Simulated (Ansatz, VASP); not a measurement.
Two plane-wave programs on BAs

Contents of POSCAR:

```
BAs
1.0
    0.0000000000      2.4156010625      2.4156010625
    2.4156010625      0.0000000000      2.4156010625
    2.4156010625      2.4156010625      0.0000000000
B As
1 1
Direct
    0.0000000000      0.0000000000      0.0000000000
    0.2500000000      0.2500000000      0.2500000000
```

The input INCAR.step1:

```
SYSTEM = BAs
PREC = Accurate
ENCUT = 520
ISMEAR = 0
SIGMA = 0.02
LREAL = .FALSE.
LASPH = .TRUE.
NELM = 60
NBANDS = 11
GGA = PE
ALGO = Normal
EDIFF = 1E-4
LWAVE = .TRUE.
LCHARG = .FALSE.
```

File INCAR.step2:

```
SYSTEM = BAs
PREC = Accurate
ENCUT = 520
EDIFF = 1E-6
ISMEAR = 0
SIGMA = 0.02
LREAL = .FALSE.
LASPH = .TRUE.
NELM = 60
ALGO = Normal
ISIF = 2
LWAVE = .FALSE.
LCHARG = .TRUE.
METAGGA = R2SCAN
LMIXTAU = .TRUE.
LELF = .TRUE.
LVHAR = .TRUE.
NBANDS = 11
ISTART = 1
```

KPOINTS

```
regular mesh
0
G
  10 10 10
  0 0 0
```

Input for Ansatz:

```yaml
crystal:
  lattice:
    - [0.0, 2.4156010625, 2.4156010625]
    - [2.4156010625, 0.0, 2.4156010625]
    - [2.4156010625, 2.4156010625, 0.0]
  atoms:
    - { symbol: B, position: [0.0, 0.0, 0.0] }
    - { symbol: As, position: [0.25, 0.25, 0.25] }
basis:
  ecutwfc: 500
kpoints:
  mp_grid: { grid: [10, 10, 10] }
hamiltonian:
  xc: r2scan
scf:
  occupations: { method: gaussian, width: 0.02 }
output:
  forces: true
  stress: true
  eigenvalues: true
```

Alike in both runs: task single point; functional r2SCAN; k mesh 10 × 10 × 10; occupations gaussian, width 0.02 eV; no spin polarisation.

```csv
,VASP,Ansatz
version,VASP 6.6.1,Ansatz 0.2.0
potentials or method,"VASP PAW PBE potentials, release 64 (B, As)","scalar-relativistic, plane waves, PAW"
plane-wave cutoff (eV),520,500
valence electrons in the cell,8,18
```

```csv
,VASP,Ansatz,Ansatz less VASP
gap on the k mesh at the Fermi level (eV),1.41,1.40,-0.001
least direct gap on the mesh (eV),3.41,3.40,-0.004
pressure (GPa),-3.7,-3.9,-0.18
```

The two sets of potentials don't hold the same shells in valence.

Caveats: the PAW data sets were made with another functional, which shifts forces and pressure a little (VASP). A k mesh can miss the band edges. r2SCAN opens gaps a little over a GGA but as a rule still falls short of measured ones.
